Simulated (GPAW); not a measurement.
# Mg (P6_3/mmc) in GPAW: single point with r2SCAN

Aim: the single point of Mg with r2SCAN.

Everything below comes from runs of GPAW 26.7.0. Logs are shortened: lines on timing, memory, paths and dates and some standing lists are left out, and cuts for length are marked. The log counts tension as positive stress, the text compression.

**1. The cell of the first run**

The structure is hexagonal, space group P6_3/mmc (No. 194). The conventional cell has a = 3.166 Å, b = 3.166 Å, c = 5.140 Å, α = 90.00°, β = 90.00°, γ = 120.00°. Mg (site symmetry -6m2) has 12 Mg at 3.15 to 3.17 Å as nearest neighbours.

**2. Single point, r2SCAN (volume scaled by 0.96)**

run.py

```python
from ase import Atoms
from ase.dft.bandgap import bandgap
from ase.io import write
from ase.units import GPa
from gpaw import GPAW, PW

atoms = Atoms(['Mg', 'Mg'],
              cell=[[3.1659257641, 0.0, 0.0],
                    [-1.582962882, 2.7417721382, 0.0],
                    [0.0, 0.0, 5.1398819084]],
              scaled_positions=[[0.6666666667, 0.3333333333, 0.75],
                                [0.3333333333, 0.6666666667, 0.25]],
              pbc=True)

calc = GPAW(mode=PW(650),
            xc='MGGA_X_R2SCAN+MGGA_C_R2SCAN',
            kpts={'size': (8, 8, 4), 'gamma': True},
            occupations={'name': 'fermi-dirac', 'width': 0.05},
            nbands=19,
            maxiter=120,
            txt='gpaw.txt')
atoms.calc = calc
energy = atoms.get_potential_energy()
forces = atoms.get_forces()
stress = atoms.get_stress()
calc.write('gs.gpw')
write('result.traj', atoms)
print(f'Energy: {energy:.6f} eV')
print('Forces (eV/A):')
print(forces.round(4))
print('Stress (GPa):', (stress / GPa).round(3))
print('Fermi level:', round(calc.get_fermi_level(), 4), 'eV')
print(f'Gap: {bandgap(calc)[0]:.4f} eV, direct: {bandgap(calc, direct=True)[0]:.4f} eV')
```

Potentials or basis: GPAW PAW data sets (gpaw-data 1.2.1), pw.

Started as:

```console
$ OMP_NUM_THREADS=1 python run.py
```

gpaw.txt:

```text
__  _  _
 | _ |_)|_||  |
 |__||  | ||/\| - 26.7.0

Input parameters:
  mode=PW(ecut=650.0),
  kpts=MonkhorstPack(size=(8, 8, 4), gamma=True),
  maxiter=120,
  nbands=19,
  occupations=Occupations(name='fermi-dirac', width=0.05),
  xc=XC(name='MGGA_X_R2SCAN+MGGA_C_R2SCAN')

Diagonalizing LCAO Hamiltonian
Converting LCAO to pw mode

           Mg

        Mg

Atoms  # Å, Bohr magnetons
|   | symbol |         x |        y |        z |    initial magnetic moments |
|---|--------|-----------|----------|----------|-----------------------------|
| 0 |     Mg |  1.582963 | 0.913924 | 3.854911 | ( 0.0000,  0.0000,  0.0000) |
| 1 |     Mg | -0.000000 | 1.827848 | 1.284970 | ( 0.0000,  0.0000,  0.0000) |

Unit cell  # Å
| periodic |         x |        y |        z |  lengths |     angles |
|----------|-----------|----------|----------|----------|------------|
|      yes |  3.165926 | 0.000000 | 0.000000 | 3.165926 |  90.000000 |
|      yes | -1.582963 | 2.741772 | 0.000000 | 3.165926 |  90.000000 |
|      yes |  0.000000 | 0.000000 | 5.139882 | 5.139882 | 120.000000 |

Number of symmetries: 12
Symmetry operations  # r_c * U_cc + t_c -> r_c
|    | kind |            matrix            |
|----|------|------------------------------|
|  0 |  σ   |  1, 1, 0,  0,-1, 0,  0, 0, 1 |
|  1 |  S6  |  1, 1, 0, -1, 0, 0,  0, 0,-1 |
|  2 |  E   |  1, 0, 0,  0, 1, 0,  0, 0, 1 |
|  3 |  C2  |  1, 0, 0, -1,-1, 0,  0, 0,-1 |
|  4 |  C2  |  0, 1, 0,  1, 0, 0,  0, 0,-1 |
|  5 |  C3  |  0, 1, 0, -1,-1, 0,  0, 0, 1 |
|  6 |  S6  |  0,-1, 0,  1, 1, 0,  0, 0,-1 |
|  7 |  σ   |  0,-1, 0, -1, 0, 0,  0, 0, 1 |
|  8 |  σ   | -1, 0, 0,  1, 1, 0,  0, 0, 1 |
|  9 |  i   | -1, 0, 0,  0,-1, 0,  0, 0,-1 |
| 10 |  C3  | -1,-1, 0,  1, 0, 0,  0, 0, 1 |
| 11 |  C2  | -1,-1, 0,  0, 1, 0,  0, 0,-1 |

BZ-sampling:
  Number of BZ points: 256
  Number of IBZ points: 35

  Monkhorst-Pack size: [8, 8, 4]
  Monkhorst-Pack shift: [0.0625, 0.0625, 0.125]

K-points  # in reciprocal-cell coordinates
|     |                                coordinates |     weight |
|-----|--------------------------------------------|------------|
|   0 | (  0.00000000,   0.00000000,   0.00000000) | 0.00390625 |
|   1 | (  0.00000000,   0.00000000,   0.25000000) | 0.00781250 |
|   2 | (  0.00000000,   0.00000000,   0.50000000) | 0.00390625 |
|   3 | (  0.12500000,   0.00000000,  -0.25000000) | 0.02343750 |
|   4 | (  0.12500000,   0.00000000,   0.00000000) | 0.02343750 |
|   5 | (  0.12500000,   0.00000000,   0.25000000) | 0.02343750 |
|   6 | (  0.12500000,   0.00000000,   0.50000000) | 0.02343750 |
|   7 | (  0.25000000,  -0.12500000,   0.00000000) | 0.02343750 |
|   8 | (  0.25000000,  -0.12500000,   0.25000000) | 0.04687500 |
|   9 | (  0.25000000,  -0.12500000,   0.50000000) | 0.02343750 |
| ... |                                            |            |
|  34 | (  0.50000000,   0.50000000,   0.50000000) | 0.01171875 |

Plane wave coefficients: 1713
Cutoff: 650.0 eV

Spin-components: 1 (collinear spins)
Bands:           19
Projectors:      10
Spin-degeneracy: 2
Datatype:        complex128

Parallelization:
  kpt:    1
  domain: 1
  band:   1

Density:
  Valence electrons: 20.0
  Components: 1
  Grid points: [20 20 32]
  Charge: 0.0  # |e|

Potential:
  Grid points: [20 20 32]

species:
  Mg:
    name:    Magnesium
    Z:       12.0
    valence: 10
    core:    2
    charge:  0.0  # [|e|]
    compensation charges:
      type: gauss
      rc: 0.33  # [Å]
      lmax: 2
    cutoffs:
      filter: 1.86  # [Å]
      core: 0.54  # [Å]
    projectors
    | kind |    occ | energy [eV] | rcut [Å] |
    |------|--------|-------------|----------|
    |   2s |  2.000 |     -79.840 |    1.090 |
    |   3s |  2.000 |      -4.705 |    1.090 |
    |   2p |  6.000 |     -46.613 |    1.085 |
    |   3p |  0.000 |      -1.330 |    1.085 |
    |    d |        |       0.000 |    1.037 |

    Using partial waves for Mg as LCAO basis

Reference energy: -10899.289777  # eV

eigensolver:
  PPCG
  Converge bands: occupied
  niter=2

density mixing:
  MSR1-Mixer
  Pratt-step length: 0.05
  Maximum mixing coefficient: 0.75
  Old densities: 10
  SVD Regularization: 0.005
  Good broyden scale: 1.0
  Trust region scale: 1.0
  Backstep threshold: 4.0
  History deletion threshold: 6.0
  Fourier metric: weight=20.0, sigma=0.015

occupation numbers:
  Fermi-Dirac:
    width: 0.0500  # eV

poisson solver:
  ecut: 5200.0  # eV

xc functional:
  name: MGGA_X_R2SCAN+MGGA_C_R2SCAN with 2 nearest neighbor stencil

convergence criteria:
- Maximum [total energy] change in last 3 cyles: 0.0005 eV / valence electron
- Maximum integral of absolute [dens]ity change: 0.0001 electrons / valence electron
- Maximum integral of absolute [eigenst]ate change: 4e-08 eV^2 / valence electron
maximum number of iterations: 120

SCF iterations
|iter     | |      energy | eigst |  dens |
|---------|-|-------------|-------|-------|
|iter:   1| |  -10.309059 | +0.21 |       |
|iter:   2| |   -8.321512 | -1.71 | -1.59 |
|iter:   3| |-44917.755481 | +3.78 | -1.54 |
|iter:   4| |   -6.281197 | +2.08 | +1.28 |
|iter:   5| |   -8.408074 | -0.15 | -1.80 |
|iter:   6| |   -8.405917 | -1.93 | -2.43 |
|iter:   7| |   -8.403808c| -3.48 | -2.32 |
|iter:   8| |   -8.403628c| -4.85 | -3.01 |
|iter:   9| |   -8.403619c| -5.77 | -3.27 |
|iter:  10| |   -8.403614c| -6.62 | -3.55 |
|iter:  11| |   -8.403613c| -6.90 | -3.76 |
|iter:  12| |   -8.403612c| -7.32 | -4.13c|
|iter:  13| |   -8.403612c| -8.54c| -4.87c|

Converged in 13 steps
Energy contributions relative to reference atoms: (reference = -10899.289777)

Energy contributions:
  Kinetic:           9.978235
  Coulomb:          -6.128300
  Zero:             -0.046401
  External:          0.000000
  Xc:              -12.205420
  Entropy:          -0.003449
  Spinorbit:         0.000000
  ----------------------------
  Free energy:      -8.405336
  Extrapolated:     -8.403612

dipole moment: (-0.000000, -0.000000, -0.000000)  # |e|*Ang

Fermi level: 3.826
Eigenvalues  # (at kpt = [0.000, 0.000, 0.000])
| band index |      eig [eV] | occ [0-2] |
|------------|---------------|-----------|
|          0 |       -75.329 |     2.000 |
|        ... |               |           |
|          3 |       -40.438 |     2.000 |
|          4 |       -40.436 |     2.000 |
|          5 |       -40.436 |     2.000 |
|          6 |       -40.430 |     2.000 |
|          7 |       -40.430 |     2.000 |
|          8 |        -3.739 |     2.000 |
[... 8 lines left out ...]
|         17 |        19.468 |     0.000 |
|         18 |        19.774 |     0.000 |

No gap
No difference between direct/indirect transitions

Forces  # eV/Ang
|        x |        y |        z |
|----------|----------|----------|
| -0.00000 |  0.00000 |  0.00003 |  # Mg   0
| -0.00000 | -0.00000 | -0.00003 |  # Mg   1

Stress tensor  # eV/Ang^3
|         x |         y |         z |
|-----------|-----------|-----------|
| -0.001842 |  0.000000 |  0.000000 |
|  0.000000 | -0.001842 |  0.000000 |
|  0.000000 |  0.000000 | -0.008925 |

# Writing to gs.gpw (mode='')
```

Wall time 47 s (1 thread of Arm Neoverse V2, shared host); peak memory 0.19 GiB.

Results:

| Property | Result |
| --- | --- |
| Free energy | -8.4053 eV |
| Pressure | 0.7 GPa |
| Band gap on the k mesh | none (metal or under the smearing width) |

Caveat: the cutoff is short for stress and forces, so pressures can be off by a GPa or more; the PAW data sets were made with another functional, which shifts forces and pressure a little.
